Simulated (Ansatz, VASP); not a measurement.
**SrTiO3 in VASP and in Ansatz**

POSCAR

```
SrTiO3
1.0
    3.9177112476      0.0000000000      0.0000000000
    0.0000000000      3.9177112476      0.0000000000
    0.0000000000      0.0000000000      3.9177112476
Sr Ti O
1 1 3
Direct
    0.0000000000      0.0000000000      0.0000000000
    0.5000000000      0.5000000000      0.5000000000
    0.5000000000      0.0000000000      0.5000000000
    0.5000000000      0.5000000000      0.0000000000
    0.0000000000      0.5000000000      0.5000000000
```

The input INCAR.step1:

```
  ALGO = Normal
  EDIFF = 1E-4
  ENCUT = 520
  GGA = PE
  ISMEAR = 0
  LASPH = True
  LCHARG = False
  LDAU = True
  LDAUJ = 0 0 0
  LDAUL = -1 2 -1
  LDAUTYPE = 2
  LDAUU = 0 4 0
  LMAXMIX = 4
  LREAL = False
  LWAVE = True
  NBANDS = 28
  NELM = 150
  PREC = Accurate
  SIGMA = 0.02
```

The input INCAR.step2:

```
  ALGO = Normal
  EDIFF = 1E-6
  ENCUT = 520
  ISIF = 2
  ISMEAR = 0
  ISTART = 1
  LASPH = True
  LCHARG = True
  LDAU = True
  LDAUJ = 0 0 0
  LDAUL = -1 2 -1
  LDAUPRINT = 1
  LDAUTYPE = 2
  LDAUU = 0 4 0
  LELF = True
  LMAXMIX = 4
  LMIXTAU = True
  LREAL = False
  LVHAR = True
  LWAVE = False
  METAGGA = R2SCAN
  NBANDS = 28
  NELM = 150
  PREC = Accurate
  SIGMA = 0.02
```

File KPOINTS:

```
k-points
0
Gamma
  6 6 6
```

Input for Ansatz:

```yaml
crystal:
  lattice:
    - [3.9177112468, 0.0, 0.0]
    - [0.0, 3.9177112468, 0.0]
    - [0.0, 0.0, 3.9177112468]
  atoms:
    - { symbol: Sr, position: [0.0, 0.0, 0.0] }
    - { symbol: Ti, position: [0.5, 0.5, 0.5] }
    - { symbol: O, position: [0.5, 0.0, 0.5] }
    - { symbol: O, position: [0.5, 0.5, 0.0] }
    - { symbol: O, position: [0.0, 0.5, 0.5] }
basis:
  ecutwfc: 500
kpoints:
  mp_grid: { grid: [6, 6, 6] }
  band_path: { path: [VBM, CBM], npoints: 2 }
hamiltonian:
  xc: r2scan
  hubbard: { sites: [{ species: Ti, l: d, u_eff: 4.0 }] }
scf:
  occupations: { method: gaussian, width: 0.02 }
output:
  forces: true
  stress: true
  eigenvalues: true
checkpoint:
  read: start.run
  write: ck
  compress: false
  write_wavefunctions: false
  write_every: 100000
```

Alike in both runs: task single point; functional r2SCAN; k mesh 6 × 6 × 6; occupations gaussian, width 0.02 eV; no spin polarisation; Hubbard terms Ti d U = 4.0 eV.

|  | VASP | Ansatz |
| --- | --- | --- |
| version | VASP 6.6.1 | Ansatz 0.2.0 |
| potentials or method | VASP PAW PBE potentials, release 64 (Sr_sv, Ti_sv, O) | scalar-relativistic, plane waves, PAW |
| plane-wave cutoff (eV) | 520 | 500 |
| valence electrons in the cell | 40 | 40 |

|  | VASP | Ansatz | Ansatz less VASP |
| --- | --- | --- | --- |
| gap on the k mesh at the Fermi level (eV) | 2.84 | 2.78 | -0.054 |
| least direct gap on the mesh (eV) | 3.28 | 3.21 | -0.069 |
| pressure (GPa) | 3.2 | 0.0 | -3.12 |

The programs project onto different local orbitals, so the same U acts differently.

Caveats: the PAW data sets were made with another functional, which shifts forces and pressure a little (VASP). A k mesh can miss the band edges.
